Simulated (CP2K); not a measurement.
The system is HfO2.

```
Hf O
1.0
     5.11800    0.00000    0.00000
     0.00000    5.18570    0.00000
    -0.85866    0.00000    5.21387
Hf O
4 8
Direct
  0.27550 0.46030 0.70800
  0.72450 0.96030 0.79200
  0.72450 0.53970 0.29200
  0.27550 0.03970 0.20800
  0.07420 0.16840 0.84670
  0.92580 0.66840 0.65330
  0.92580 0.83160 0.15330
  0.07420 0.33160 0.34670
  0.44870 0.74190 0.98010
  0.55130 0.24190 0.51990
  0.55130 0.25810 0.01990
  0.44870 0.75810 0.48010
```

Program: CP2K 2026.2. Alike in all runs: task band structure; no spin polarisation; cell as given; k mesh 5 × 5 × 5.

Task: Order these runs on this cell by their pressure, lowest first.
A. level PBEsol; potentials or basis POTENTIAL_UZH Hf GTH-PBE-q12, O GTH-PBE-q6; TZVP-MOLOPT-PBE-GTH basis; smearing fermi-dirac 0.01 eV; EPS_DEFAULT 1.0E-10; NGRIDS 5; points a segment of the path (NPOINTS) 6; bands added on the path 2; CUTOFF of the grids 600 Ry
B. level PBE; potentials or basis POTENTIAL_UZH Hf GTH-PBE-q12, O GTH-PBE-q6; TZVP-MOLOPT-PBE-GTH basis; smearing fermi-dirac 0.05 eV; EPS_DEFAULT 1.0E-10; NGRIDS 4; points a segment of the path (NPOINTS) 10; bands added on the path 2; CUTOFF of the grids 600 Ry
C. level LDA; potentials or basis GTH_POTENTIALS Hf GTH-PADE-q12, O GTH-PADE-q6; TZVP-MOLOPT-PBE-GTH basis; smearing fermi-dirac 0.05 eV; EPS_DEFAULT 1.0E-9; NGRIDS 5; points a segment of the path (NPOINTS) 10; bands added on the path 6; CUTOFF of the grids 600 Ry
D. level r2SCAN; potentials or basis POTENTIAL_UZH Hf GTH-SCAN-q12, O GTH-SCAN-q6; TZVP-MOLOPT-SCAN-GTH basis; smearing fermi-dirac 0.01 eV; EPS_DEFAULT 1.0E-9; NGRIDS 4; points a segment of the path (NPOINTS) 6; bands added on the path 2; CUTOFF of the grids 850 Ry

Result: C (-36.6 GPa), D (-7.8 GPa), A (-5.7 GPa), B (0.0 GPa).

Caveats: the basis of atomic orbitals isn't converged, which shifts pressures, moduli and gaps; a pressure of tens of GPa on the cell as given is suspect, and the run, the potentials or the cell itself is likely at fault (some runs); the potentials were made for another functional, which shifts forces and pressure (some runs).
